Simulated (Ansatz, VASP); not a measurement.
# Bi in VASP and in Ansatz

```
Bi
1.0
    -1.98143    1.98143    1.98143
     1.98143   -1.98143    1.98143
     1.98143    1.98143   -1.98143
Bi
1
Direct
  0.00000 0.00000 0.00000
```

This isn't the form of Bi at room conditions, which is rhombohedral.

Alike in both runs: task relaxation of cell and atoms; functional LDA; k mesh 16 × 16 × 16; occupations gaussian, width 0.1 eV; no spin polarisation.

```csv
,VASP,Ansatz
version,VASP 6.6.1,Ansatz 0.2.0
potentials or method,"VASP PAW LDA potentials, release 64 (Bi_d)","scalar-relativistic, plane waves, PAW"
plane-wave cutoff (eV),600,420
valence electrons in the cell,15,15
```

```csv
,VASP,Ansatz,Ansatz less VASP
"gap on the k mesh at the Fermi level, each at its own relaxed structure (eV)",none,none,-
relaxed volume (Å³/atom),29.23,29.26,+0.030
relaxed cell length with the largest relative difference (Å),3.361,3.362,+0.0011
energy change over the relaxation (meV/atom),-19,-21,-1.5
```

A gap of «none» marks a metal or a gap that the smearing closes.

Caveats: spin-orbit coupling is left out, which moves the levels of the heavy elements.
